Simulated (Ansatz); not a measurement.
**N: properties at the relaxed cell**

One table from this session's results is given with a row withheld; the runs are named, their logs left out.

Computed with Ansatz 0.2.0 (DFT PBE+D3(BJ), scalar-relativistic, plane waves, PAW, unless a step's input says otherwise).

### The system as given

The structure is tetragonal, space group P4_2/mnm (No. 136). The conventional cell has a = 4.094 Å, b = 4.094 Å, c = 5.325 Å, α = 90.00°, β = 90.00°, γ = 90.00°. N (site symmetry m2m) has 1 N at 1.10 Å as nearest neighbours.

Coordinates:

```
CELL_PARAMETERS angstrom
4.09432 0.00000 0.00000
0.00000 4.09432 0.00000
0.00000 0.00000 5.32496
ATOMIC_POSITIONS crystal
N 0.90487 0.90487 0.00000
N 0.59513 0.40487 0.50000
N 0.09513 0.09513 0.00000
N 0.40487 0.59513 0.50000
```

It goes back to an entry of the Materials Project, which need not be the stable form.

This cell was relaxed beforehand with the same method: volume 22.32 Å³/atom, gap on the mesh 6.98 eV.

The first run:

Contents of input.yaml:

```yaml
crystal:
  lattice:
    - [4.052956616, 0.0, 0.0]
    - [0.0, 4.052956616, 0.0]
    - [0.0, 0.0, 5.2711670144]
  atoms:
    - { symbol: "N", position: [0.9048713889, 0.9048713889, 0.0] }
    - { symbol: "N", position: [0.5951286111, 0.4048713889, 0.5] }
    - { symbol: "N", position: [0.0951286111, 0.0951286111, 0.0] }
    - { symbol: "N", position: [0.4048713889, 0.5951286111, 0.5] }
basis:
  ecutwfc: 420
kpoints:
  mp_grid: { grid: [6, 6, 4] }
hamiltonian:
  xc: pbe
  dispersion: d3bj
scf:
  occupations: { method: gaussian, width: 0.02 }
output:
  forces: true
  stress: true
  eigenvalues: true
relax:
  adjacent_minimum: "off"
  f_tol: 0.01
  max_steps: 30
  cell: { stress_tol: 0.1, fix: [volume] }
```

Run with:

```bash
ansatz run input.yaml --threads 1 --pin off --max-ram 2560MiB --backend cpu --events-out ev --progress --plain --runs-dir out
```

Steps of the session up to this table: The cell scaled to 0.97 of its volume; Point at V/V0 = 1.03; Volume × 0.94; Volume × 1.06; Volume × 0.91; The cell scaled to 1.10 of its volume; Point at V/V0 = 0.88.

One table of the session follows, with a row left open; its other results are not shown here.

It belongs to the step «Energy against volume». 

```
volume (Å³/atom)  energy above the lowest point (meV/atom)  pressure (GPa)  gap on the mesh (eV)
          19.638                                       3.9            0.52                  6.69
          20.308                                       2.0            0.35                  6.77
          20.977                                       0.9            0.20                  6.85
          21.647                                         ?               ?                     ?
          22.316                                       0.0            0.00                  6.98
          22.986                                       0.1           -0.07                  7.04
          23.655                                       0.5           -0.13                  7.10
          24.548                                       1.4           -0.19                  7.16
```

Estimate the missing values for volume (Å³/atom) = 21.647.

Worked estimate for «energy above the lowest point (meV/atom)». A straight line through the neighbours (20.977, 0.9) and (22.316, 0.0) gives 0.9 + (0.0 − 0.9) × (21.647 − 20.977) / (22.316 − 20.977) = 0.4; a parabola fitted to 4 rows on both sides gives 0.2.

**Answer.** energy above the lowest point (meV/atom): 0.2; pressure (GPa): 0.09; gap on the mesh (eV): 6.92. In «energy above the lowest point (meV/atom)» the line misses by +0.2 and the parabola by 0.0.

Caveats from the session: The absorption edge (8.0 eV along z) is to be set beside the least direct gap on the SCF mesh, 7.17 eV; the indirect gap of 6.98 eV gives no absorption without phonons.
